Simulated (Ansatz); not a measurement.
## GaAs: what a change does to the field gradients

Base: a COD entry, whose atoms a relaxation with PBE at fixed cell left in place.

```
CELL_PARAMETERS angstrom
0.00000 2.82685 2.82685
2.82685 0.00000 2.82685
2.82685 2.82685 0.00000
ATOMIC_POSITIONS crystal
Ga 0.00000 0.00000 0.00000
As 0.25000 0.25000 0.25000
```

Atoms are numbered from 1 in the order listed; like atoms form one site, named after its first atom.

Method: Kohn–Sham DFT in Ansatz, PBE, plane waves and PAW, scalar-relativistic, 420 eV cutoff, Γ-centred 13×13×13 k-points, Fermi–Dirac smearing 0.02 eV.

Question: Variant: z compressed by 3 %, ions relaxed. What happens to the gradients (10²¹ V/m²)?

Answer: 

```csv
site,atoms,V_zz base,η base,V_zz variant,η variant
Ga,1,0.00,–,0.57,0.00
As,2,0.00,–,-0.75,0.00
```

The largest change of V_zz is on As, from 0.00 to -0.75.

For the variant: At this changed cell the PBE pressure is 6 GPa.
